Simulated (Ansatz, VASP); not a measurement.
Sc in VASP and in Ansatz

INCAR

```
ALGO     = Normal         # electronic algorithm
EDIFF    = 1E-7           # SCF threshold, eV
ENCUT    = 520            # plane-wave cutoff, eV
GGA      = PE             # functional
ISIF     = 2              # what is computed and relaxed
ISMEAR   = -1             # smearing method
LASPH    = True           # aspherical terms in the spheres
LCHARG   = False          # write CHGCAR
LREAL    = False          # projectors in reciprocal space
LWAVE    = False          # write WAVECAR
NBANDS   = 18             # bands
NELM     = 60             # most SCF steps
PREC     = Accurate       # precision mode
SIGMA    = 0.05           # smearing width, eV
```

The input KPOINTS:

```
k-points
0
Gamma
  9 9 5
```

The input POSCAR:

```
Sc
1.0
    3.3090000000      0.0000000000      0.0000000000
   -1.6545000000      2.8656780611      0.0000000000
    0.0000000000      0.0000000000      5.2733000000
Sc
2
Direct
    0.6666666667      0.3333333333      0.7500000000
    0.3333333333      0.6666666667      0.2500000000
```

input.yaml

```yaml
crystal:
  lattice:
    - [3.309, 0.0, 0.0]
    - [-1.6545, 2.8656780611, 0.0]
    - [0.0, 0.0, 5.2733]
  atoms:
    - { symbol: Sc, position: [0.6666666667, 0.3333333333, 0.75] }
    - { symbol: Sc, position: [0.3333333333, 0.6666666667, 0.25] }
hamiltonian:
  xc: pbe
  pseudopotentials: { kind: paw }
kpoints:
  mp_grid: { grid: [9, 9, 5] }
scf:
  occupations: { method: fermi_dirac, width: 0.05 }
output:
  forces: true
  stress: true
  eigenvalues: true
  write_density: true
  write_potential: true
  elf: true
  volumetric_format: npy
```

Alike in both runs: task single point; functional PBE; k mesh 9 × 9 × 5; occupations fermi-dirac, width 0.05 eV; no spin polarisation.

```csv
,VASP,Ansatz
version,VASP 6.6.1,Ansatz 0.2.0
potentials or method,"VASP PAW PBE potentials, release 64 (Sc_sv)",Ansatz PAW
plane-wave cutoff (eV),520,420
valence electrons in the cell,22,22
```

```csv
,VASP,Ansatz,Ansatz less VASP
gap on the k mesh at the Fermi level (eV),none,none,-
pressure (GPa),-0.6,-0.7,-0.03
largest component of the traceless stress (GPa),1.01,1.01,+0.004
```

A gap of «none» marks a metal or a gap that the smearing closes.
